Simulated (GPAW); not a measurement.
# ZnO (zincite) (P6_3mc) in GPAW: notebook

Aim: see how the results for ZnO (zincite) move with the level of theory and the settings. Levels: PBE, LDA, PBEsol. Tasks: band structure.

Everything below comes from runs of GPAW 26.7.0. Logs are shortened: lines on timing, memory, paths and dates and some standing lists are left out, and cuts for length are marked. The log counts tension as positive stress, the text compression.

**Measured values to compare with.**

“Electronic structure of alkaline earth and post-transition metal oxides”, 2009, arxiv:0908.1581 quotes, for a bulk crystal of ZnO: band gap 3.37 eV.

The results are compared with them further down.

## 1. The structure

The structure is hexagonal, space group P6_3mc (No. 186). Conventional cell: a = 3.249 Å, b = 3.249 Å, c = 5.206 Å, α = 90.00°, β = 90.00°, γ = 120.00°. Zn (site symmetry 3m) has 4 O at 1.97 to 1.98 Å as nearest neighbours. O (site symmetry 3m) is surrounded by 4 Zn at 1.97 to 1.98 Å.

## 2. Band structure, PBE

The input, run.py:

```python
from ase.dft.bandgap import bandgap
from ase.io import read, write
from ase.units import GPa
from gpaw import GPAW, PW

atoms = read('ZnO.xyz')

calc = GPAW(mode=PW(800),
            xc='PBE',
            kpts={'size': (9, 9, 5), 'gamma': True},
            occupations={'name': 'fermi-dirac', 'width': 0.05},
            nbands=31,
            convergence={'density': 1e-05, 'energy': 1e-05},
            maxiter=150,
            txt='gpaw.txt')
atoms.calc = calc
energy = atoms.get_potential_energy()
forces = atoms.get_forces()
stress = atoms.get_stress()
calc.write('gs.gpw')
write('result.traj', atoms)
print(f'Energy: {energy:.6f} eV')
print('Forces (eV/A):')
print(forces.round(4))
print('Stress (GPa):', (stress / GPa).round(3))
print('Fermi level:', round(calc.get_fermi_level(), 4), 'eV')
print(f'Gap: {bandgap(calc)[0]:.4f} eV, direct: {bandgap(calc, direct=True)[0]:.4f} eV')

path = atoms.cell.bandpath('GMKGALHA,LM,KH', npoints=80, eps=1e-4)
bs_calc = calc.fixed_density(kpts=path, symmetry='off', nbands=45,
                             convergence={'bands': 'CBM+6.0', 'eigenstates': 1e-6}, txt='bands.txt')
bs = bs_calc.band_structure()
bs.write('bs.json')
print(f'Gap on the path: {bandgap(bs_calc)[0]:.4f} eV')
```

The input, ZnO.xyz:

```xyz
4
Lattice="3.2493080000 0.0000000000 0.0000000000 -1.6246540000 2.8139832727 0.0000000000 0.0000000000 0.0000000000 5.2057090000" Properties=species:S:1:pos:R:3 pbc="T T T"
Zn     1.6246540002      0.9379944241      0.0000000000
Zn    -0.0000000002      1.8759888486      2.6028545000
O     -0.0000000002      1.8759888486      4.5758702681
O      1.6246540002      0.9379944241      1.9730157681
```

Potentials or basis: GPAW PAW data sets (gpaw-data 1.2.1), pw.

Launch:

```sh
$ OMP_NUM_THREADS=1 python run.py
```

gpaw.txt:

```text
__  _  _
 | _ |_)|_||  |
 |__||  | ||/\| - 26.7.0

Input parameters:
  mode=PW(ecut=800.0),
  convergence={'density': 1e-05, 'energy': 1e-05},
  kpts=MonkhorstPack(size=(9, 9, 5), gamma=True),
  maxiter=150,
  nbands=31,
  occupations=Occupations(name='fermi-dirac', width=0.05),
  xc=XC(name='PBE')

Diagonalizing LCAO Hamiltonian
Converting LCAO to pw mode

        O

        Zn

           O

           Zn

Atoms  # Å, Bohr magnetons
|   | symbol |         x |        y |        z |    initial magnetic moments |
|---|--------|-----------|----------|----------|-----------------------------|
| 0 |     Zn |  1.624654 | 0.937994 | 0.000000 | ( 0.0000,  0.0000,  0.0000) |
| 1 |     Zn | -0.000000 | 1.875989 | 2.602854 | ( 0.0000,  0.0000,  0.0000) |
| 2 |      O | -0.000000 | 1.875989 | 4.575870 | ( 0.0000,  0.0000,  0.0000) |
| 3 |      O |  1.624654 | 0.937994 | 1.973016 | ( 0.0000,  0.0000,  0.0000) |

Unit cell  # Å
| periodic |         x |        y |        z |  lengths |     angles |
|----------|-----------|----------|----------|----------|------------|
|      yes |  3.249308 | 0.000000 | 0.000000 | 3.249308 |  90.000000 |
|      yes | -1.624654 | 2.813983 | 0.000000 | 3.249308 |  90.000000 |
|      yes |  0.000000 | 0.000000 | 5.205709 | 5.205709 | 120.000000 |

Number of symmetries: 6
Symmetry operations  # r_c * U_cc + t_c -> r_c
|   | kind |            matrix            |
|---|------|------------------------------|
| 0 |  σ   |  1, 1, 0,  0,-1, 0,  0, 0, 1 |
| 1 |  E   |  1, 0, 0,  0, 1, 0,  0, 0, 1 |
| 2 |  C3  |  0, 1, 0, -1,-1, 0,  0, 0, 1 |
| 3 |  σ   |  0,-1, 0, -1, 0, 0,  0, 0, 1 |
| 4 |  σ   | -1, 0, 0,  1, 1, 0,  0, 0, 1 |
| 5 |  C3  | -1,-1, 0,  1, 0, 0,  0, 0, 1 |

BZ-sampling:
  Number of BZ points: 405
  Number of IBZ points: 50

  Monkhorst-Pack size: [9, 9, 5]
  Monkhorst-Pack shift: [0, 0, 0]

K-points  # in reciprocal-cell coordinates
|     |                                coordinates |     weight |
|-----|--------------------------------------------|------------|
|   0 | (  0.00000000,   0.00000000,   0.00000000) | 0.00246914 |
|   1 | (  0.00000000,   0.00000000,   0.20000000) | 0.00493827 |
|   2 | (  0.00000000,   0.00000000,   0.40000000) | 0.00493827 |
|   3 | (  0.11111111,   0.00000000,  -0.40000000) | 0.01481481 |
|   4 | (  0.11111111,   0.00000000,  -0.20000000) | 0.01481481 |
|   5 | (  0.11111111,   0.00000000,   0.00000000) | 0.01481481 |
|   6 | (  0.11111111,   0.00000000,   0.20000000) | 0.01481481 |
|   7 | (  0.11111111,   0.00000000,   0.40000000) | 0.01481481 |
|   8 | (  0.22222222,  -0.11111111,   0.00000000) | 0.01481481 |
|   9 | (  0.22222222,  -0.11111111,   0.20000000) | 0.02962963 |
| ... |                                            |            |
|  49 | (  0.44444444,   0.44444444,   0.40000000) | 0.02962963 |

Plane wave coefficients: 2471
Cutoff: 800.0 eV

Spin-components: 1 (collinear spins)
Bands:           31
Projectors:      22
Spin-degeneracy: 2
Datatype:        complex128

Parallelization:
  kpt:    1
  domain: 1
  band:   1

Density:
  Valence electrons: 36.0
  Components: 1
  Grid points: [24 24 35]
  Charge: 0.0  # |e|

Potential:
  Grid points: [24 24 35]

species:
  Zn:
    name:    Zinc
    Z:       30.0
    valence: 12
    core:    18
    charge:  0.0  # [|e|]
    compensation charges:
      type: gauss
      rc: 0.37  # [Å]
      lmax: 2
    cutoffs:
      filter: 2.14  # [Å]
      core: 2.28  # [Å]
    projectors
    | kind |    occ | energy [eV] | rcut [Å] |
    |------|--------|-------------|----------|
    |   4s |  2.000 |      -5.977 |    1.286 |
    |   4p |  0.000 |      -1.117 |    1.270 |
    |   3d | 10.000 |     -10.142 |    1.180 |
    |    s |        |      21.234 |    1.286 |
    |    p |        |      26.095 |    1.270 |
    |    d |        |      17.070 |    1.180 |

    Using partial waves for Zn as LCAO basis

  O:
    name:    Oxygen
    Z:       8.0
    valence: 6
    core:    2
    charge:  0.0  # [|e|]
    compensation charges:
      type: gauss
      rc: 0.21  # [Å]
      lmax: 2
    cutoffs:
      filter: 1.17  # [Å]
      core: 0.83  # [Å]
    projectors
    | kind |    occ | energy [eV] | rcut [Å] |
    |------|--------|-------------|----------|
    |   2s |  2.000 |     -23.961 |    0.688 |
    |   2p |  4.000 |      -9.029 |    0.598 |
    |    s |        |       3.251 |    0.688 |
    |    p |        |      18.182 |    0.598 |
    |    d |        |       0.000 |    0.619 |

    Using partial waves for O as LCAO basis

Reference energy: -101804.357908  # eV

eigensolver:
  PPCG
  Converge bands: occupied
  niter=2

density mixing:
  MSR1-Mixer
  Pratt-step length: 0.05
  Maximum mixing coefficient: 0.75
  Old densities: 10
  SVD Regularization: 0.005
  Good broyden scale: 1.0
  Trust region scale: 1.0
  Backstep threshold: 4.0
  History deletion threshold: 6.0
  Fourier metric: weight=20.0, sigma=0.015

occupation numbers:
  Fermi-Dirac:
    width: 0.0500  # eV

poisson solver:
  ecut: 6400.0  # eV

xc functional:
  name: PBE with 2 nearest neighbor stencil

convergence criteria:
- Maximum integral of absolute [dens]ity change: 1e-05 electrons / valence electron
- Maximum [total energy] change in last 3 cyles: 1e-05 eV / valence electron
- Maximum integral of absolute [eigenst]ate change: 4e-08 eV^2 / valence electron
maximum number of iterations: 150

SCF iterations
|iter     | |      energy | eigst |  dens |
|---------|-|-------------|-------|-------|
|iter:   1| |  -21.607020 | +0.52 |       |
|iter:   2| |  -20.700880 | -1.48 | -0.98 |
|iter:   3| |  -18.484098 | -0.46 | -1.04 |
|iter:   4| |  -18.481904 | -2.99 | -1.62 |
|iter:   5| |  -18.487826 | -2.64 | -1.87 |
|iter:   6| |  -18.487939 | -4.42 | -2.91 |
|iter:   7| |  -18.488072c| -5.12 | -3.27 |
|iter:   8| |  -18.488097c| -5.57 | -3.64 |
|iter:   9| |  -18.488096c| -6.74 | -4.16 |
|iter:  10| |  -18.488096c| -7.96c| -4.78 |
|iter:  11| |  -18.488097c| -7.84c| -5.04c|

Converged in 11 steps
Energy contributions relative to reference atoms: (reference = -101804.357908)

Energy contributions:
  Kinetic:          43.509412
  Coulomb:         -38.235194
  Zero:              0.407504
  External:          0.000000
  Xc:              -24.169817
  Entropy:          -0.000004
  Spinorbit:         0.000000
  ----------------------------
  Free energy:     -18.488098
  Extrapolated:    -18.488097

dipole moment: (0.000002, -0.000001, -8.264196)  # |e|*Ang

Fermi level: 4.354
Eigenvalues  # (at kpt = [0.000, 0.000, 0.000])
| band index |      eig [eV] | occ [0-2] |
|------------|---------------|-----------|
|          0 |       -14.133 |     2.000 |
|        ... |               |           |
|         10 |        -0.367 |     2.000 |
|         11 |        -0.367 |     2.000 |
|         12 |        -0.100 |     2.000 |
|         13 |         3.106 |     2.000 |
|         14 |         3.106 |     2.000 |
|         15 |         3.844 |     2.000 |
[... 8 lines left out ...]
|         24 |        18.037 |     0.000 |
|         25 |        18.037 |     0.000 |
|        ... |               |           |
|         30 |        23.812 |     0.000 |

Gap: 0.796 eV
Transition (v -> c):
  (s=0, k=0, n=17, [0.00, 0.00, 0.00]) -> (s=0, k=0, n=18, [0.00, 0.00, 0.00])
No difference between direct/indirect transitions

Forces  # eV/Ang
|        x |       y |        z |
|----------|---------|----------|
| -0.00000 | 0.00000 | -0.07235 |  # Zn   0
|  0.00000 | 0.00000 | -0.07251 |  # Zn   1
|  0.00000 | 0.00000 |  0.07263 |  # O    2
|  0.00000 | 0.00000 |  0.07238 |  # O    3

Stress tensor  # eV/Ang^3
|         x |         y |         z |
|-----------|-----------|-----------|
| -0.028099 |  0.000000 | -0.000000 |
|  0.000000 | -0.028099 | -0.000000 |
| -0.000000 | -0.000000 | -0.038783 |

# Writing to gs.gpw (mode='')
```

bands.txt:

```text
Diagonalizing LCAO Hamiltonian
Converting LCAO to pw mode
convergence criteria:
- Maximum integral of absolute [eigenst]ate change: 1e-06 eV^2 / valence electron
maximum number of iterations: 150

SCF iterations
|iter     | |      energy | eigst |  dens |
|---------|-|-------------|-------|-------|
|iter:   1| |             | +1.30 |       |
[... 86 lines left out ...]
         [0.33333333, 0.33333333, 0.        ],
         [0.33333333, 0.33333333, 0.07142857],
         [0.33333333, 0.33333333, 0.14285714],
         [0.33333333, 0.33333333, 0.21428571],
         [0.33333333, 0.33333333, 0.28571429],
         [0.33333333, 0.33333333, 0.35714286],
         [0.33333333, 0.33333333, 0.42857143],
         [0.33333333, 0.33333333, 0.5       ]])),
  maxiter=150,
  nbands=45,
  occupations=Occupations(name='fermi-dirac', width=0.05),
  symmetry=Symmetry(point_group=False, time_reversal=False),
  xc=XC(name='PBE')
```

Run time: 3.5 min. Hardware: 1 thread of Arm Neoverse V1, shared host; peak memory 0.47 GiB.

Results:

| Property | Result |
| --- | --- |
| Free energy | -18.4881 eV |
| Pressure | 5.1 GPa |
| Largest force | 0.073 eV/Å |
| Band gap on the k mesh | 0.80 eV, direct |
| Band gap along the path | 0.80 eV, direct |

Forces on the atoms (eV/Å):
```
Zn   0.000  0.000 -0.072
Zn   0.000  0.000 -0.073
O    0.000  0.000  0.073
O    0.000  0.000  0.072
```

Stress tensor (GPa, compression positive):
```
4.50 0.00 0.00
0.00 4.50 0.00
0.00 0.00 6.21
```

Levels at the corners of the path, in eV from the valence-band top:
| point | band 16 | band 17 | band 18 | band 19 | band 20 |
| --- | --- | --- | --- | --- | --- |
| Γ | -0.07 | 0.00 | 0.00 | 0.80 | 5.22 |
| M | -2.28 | -1.27 | -0.82 | 5.77 | 6.86 |
| K | -1.91 | -1.91 | -1.70 | 7.68 | 7.68 |
| Γ | -0.07 | 0.00 | 0.00 | 0.80 | 5.22 |
| A | -0.40 | -0.40 | -0.40 | 3.46 | 3.46 |
| L | -1.50 | -1.35 | -1.35 | 5.72 | 5.72 |
| H | -2.67 | -1.23 | -1.23 | 8.00 | 8.00 |
| A | -0.40 | -0.40 | -0.40 | 3.46 | 3.46 |
| L | -1.50 | -1.35 | -1.35 | 5.72 | 5.72 |
| M | -2.28 | -1.27 | -0.82 | 5.77 | 6.86 |
| K | -1.91 | -1.91 | -1.70 | 7.68 | 7.68 |
| H | -2.67 | -1.23 | -1.23 | 8.00 | 8.00 |

## 3. Band structure, LDA

Edit run.py of step 2 so:

```diff
@@ -8,3 +8,3 @@
 calc = GPAW(mode=PW(800),
-            xc='PBE',
+            xc='LDA',
             kpts={'size': (9, 9, 5), 'gamma': True},
@@ -28,3 +28,3 @@
 
-path = atoms.cell.bandpath('GMKGALHA,LM,KH', npoints=80, eps=1e-4)
+path = atoms.cell.bandpath('GMKGALHA,LM,KH', npoints=100, eps=1e-4)
 bs_calc = calc.fixed_density(kpts=path, symmetry='off', nbands=45,
```

ZnO.xyz is that of step 2.

Potentials or basis: the program's PAW data sets (release 1.2.1) made for this functional, pw.

Launch:

```sh
$ OMP_NUM_THREADS=1 python run.py
```

Run time: 3.4 min. Hardware: 1 thread of Arm Neoverse V1, shared host; peak memory 0.52 GiB.

The run converged. Its results:

- Free energy: -21.8731 eV
- Pressure: -8.3 GPa
- Largest force: 0.047 eV/Å
- Band gap on the k mesh: 0.73 eV, direct
- Band gap along the path: 0.73 eV, direct

Forces in eV/Å, atoms in the order of the input:
```
Zn   0.000  0.000 -0.047
Zn   0.000  0.000 -0.047
O    0.000  0.000  0.047
O    0.000  0.000  0.047
```

Stress tensor (GPa, compression positive):
```
-8.92  0.00  0.00
 0.00 -8.92  0.00
 0.00  0.00 -7.16
```

Levels at the corners of the path, in eV from the valence-band top:
```csv
point,band 16,band 17,band 18,band 19,band 20
Γ,-0.07,0.00,0.00,0.73,5.07
M,-2.31,-1.30,-0.84,5.66,6.70
K,-1.94,-1.94,-1.73,7.51,7.55
Γ,-0.07,0.00,0.00,0.73,5.07
A,-0.41,-0.41,-0.41,3.38,3.38
L,-1.52,-1.37,-1.37,5.58,5.58
H,-2.72,-1.24,-1.24,7.84,7.84
A,-0.41,-0.41,-0.41,3.38,3.38
L,-1.52,-1.37,-1.37,5.58,5.58
M,-2.31,-1.30,-0.84,5.66,6.70
K,-1.94,-1.94,-1.73,7.51,7.55
H,-2.72,-1.24,-1.24,7.84,7.84
```

## 4. Band structure, PBEsol

Edit run.py of step 3 so:

```diff
@@ -3,3 +3,5 @@
 from ase.units import GPa
-from gpaw import GPAW, PW
+from gpaw import GPAW, PW, setup_paths
+
+setup_paths.insert(0, '.')
 
@@ -8,3 +10,3 @@
 calc = GPAW(mode=PW(800),
-            xc='LDA',
+            xc='PBEsol',
             kpts={'size': (9, 9, 5), 'gamma': True},
@@ -28,3 +30,3 @@
 
-path = atoms.cell.bandpath('GMKGALHA,LM,KH', npoints=100, eps=1e-4)
+path = atoms.cell.bandpath('GMKGALHA,LM,KH', npoints=60, eps=1e-4)
 bs_calc = calc.fixed_density(kpts=path, symmetry='off', nbands=45,
```

ZnO.xyz is that of step 3.

Potentials or basis: PAW data sets generated in the run's folder for this functional, pw.

Launch:

```sh
$ gpaw-setup -f PBEsol O Zn
$ OMP_NUM_THREADS=1 python run.py
```

It took 3 min on 1 thread of Arm Neoverse V1, shared host; peak memory 0.43 GiB.

The run converged. Its results:

* Free energy: -20.0569 eV
* Pressure: -1.5 GPa
* Largest force: 0.063 eV/Å
* Band gap on the k mesh: 0.69 eV, direct
* Band gap along the path: 0.69 eV, direct

Forces in eV/Å, atoms in the order of the input:
```
Zn   0.000  0.000 -0.063
Zn   0.000  0.000 -0.063
O    0.000  0.000  0.063
O    0.000  0.000  0.063
```

Stress tensor (GPa, compression positive):
```
-2.08  0.00  0.00
 0.00 -2.08  0.00
 0.00  0.00 -0.41
```

Levels at the corners of the path, in eV from the valence-band top:
| point | band 16 | band 17 | band 18 | band 19 | band 20 |
| --- | --- | --- | --- | --- | --- |
| Γ | -0.07 | 0.00 | 0.00 | 0.69 | 5.11 |
| M | -2.30 | -1.30 | -0.83 | 5.68 | 6.71 |
| K | -1.93 | -1.93 | -1.73 | 7.51 | 7.61 |
| Γ | -0.07 | 0.00 | 0.00 | 0.69 | 5.11 |
| A | -0.40 | -0.40 | -0.40 | 3.38 | 3.38 |
| L | -1.52 | -1.36 | -1.36 | 5.58 | 5.58 |
| H | -2.70 | -1.24 | -1.24 | 7.85 | 7.85 |
| A | -0.40 | -0.40 | -0.40 | 3.38 | 3.38 |
| L | -1.52 | -1.36 | -1.36 | 5.58 | 5.58 |
| M | -2.30 | -1.30 | -0.83 | 5.68 | 6.71 |
| K | -1.93 | -1.93 | -1.73 | 7.51 | 7.61 |
| H | -2.70 | -1.24 | -1.24 | 7.85 | 7.85 |

## 5. The runs side by side

```csv
level,potentials or basis,band points,gap on the mesh (eV),pressure (GPa),largest force (eV/Å)
PBE,"GPAW PAW data sets (gpaw-data 1.2.1), pw",80,0.80,5.1,0.07
LDA,"the program's PAW data sets (release 1.2.1) made for this functional, pw",100,0.73,-8.3,0.05
PBEsol,"PAW data sets generated in the run's folder for this functional, pw",60,0.69,-1.5,0.06
```

Alike in all rows: task band structure; no spin polarisation; cell as given; k mesh 9 × 9 × 5; cutoff (eV) 800; smearing fermi-dirac 0.05 eV.

Total energies depend on the potentials used, so only differences within one code and one set of settings carry meaning.

## 6. Comparison with measurements

Step 2. Measured gap of ZnO: 3.37 eV (quoted in “Electronic structure of alkaline earth and post-transition metal oxides”, 2009, arxiv:0908.1581). This calculation gives 0.80 eV (-2.57 eV). So large a miss can be the level of theory's own, or it may mean another phase, state or a wrong row. The value is that of PBE, without temperature or zero-point motion. Semilocal functionals fall short of measured gaps as a rule.

Step 3. Against the measured gap of ZnO, 3.37 eV (quoted in “Electronic structure of alkaline earth and post-transition metal oxides”, 2009, arxiv:0908.1581), the calculated 0.73 eV is off by -2.64 eV. So large a miss can be the level of theory's own, or it may mean another phase, state or a wrong row. The value is that of LDA, without temperature or zero-point motion. Semilocal functionals fall short of measured gaps as a rule.

Step 4. Measured gap of ZnO: 3.37 eV (quoted in “Electronic structure of alkaline earth and post-transition metal oxides”, 2009, arxiv:0908.1581). This calculation gives 0.69 eV (-2.68 eV). So large a miss can be the level of theory's own, or it may mean another phase, state or a wrong row. The value is that of PBEsol, without temperature or zero-point motion. Semilocal functionals fall short of measured gaps as a rule.
